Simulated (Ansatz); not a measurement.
The elements of this relaxed trial crystal are hidden behind letters.

```
lattice vectors (Å)
   3.2062    0.0000    0.0000
   0.0000    3.2062    0.0000
   0.0000    0.0000    6.2143
fractional positions
X 0.5000 0.5000 0.5000
Z 0.0000 0.0000 0.0000
Q 0.0000 0.0000 0.6796
Q 0.0000 0.0000 0.3204
Q 0.5000 0.0000 0.0000
Q 0.0000 0.5000 0.0000
```

Theory: Ansatz 0.2.0, DFT PBE, scalar-relativistic, plane waves, PAW. Settings of the last relaxation (6-atom cell): 420 eV, 12×12×6 k points, Gaussian smearing of 0.10 eV, no spin polarisation.

- Space group: P4/mmm (No. 123)
- Conventional cell: a = 3.206 Å, c = 6.214 Å
- Volume per atom: 10.65 Å³
- Density: 7.03 g/cm³
- Energy over the elements: −1.88 eV/atom
- Gap on the 12×12×6 mesh of the 6-atom cell: 0 eV (a metal)

Energies are uncorrected and count from the elements' standard states at the same level.

Task: X is a d-block element of period 6, Z is a p-block element of period 3 and Q is a p-block element of period 2. Which elements are they?

Result: X = Hf, Z = Si, Q = O, so the formula is HfSiO4. Density times volume gives a mean mass of 7.03 × 10.65/1.6605 = 45.1 u per atom, and this set has 45.1 u. Around Hf lie 8 O at 2.53 Å and 4 Hf at 3.21 Å; Si is surrounded by 4 O at 1.60 Å and 2 O at 1.99 Å; O on a site of symmetry 4mm has 1 Si at 1.99 Å, 1 O at 2.23 Å, 4 Hf at 2.53 Å and 4 O at 2.56 Å; 1 more site not described. Other sets within the hints have nearly the same mass, so mass alone doesn't settle it; this one was computed.

Spin–orbit coupling, which can matter for Hf, is left out. A structure relaxed within its symmetry needn't be a true minimum.
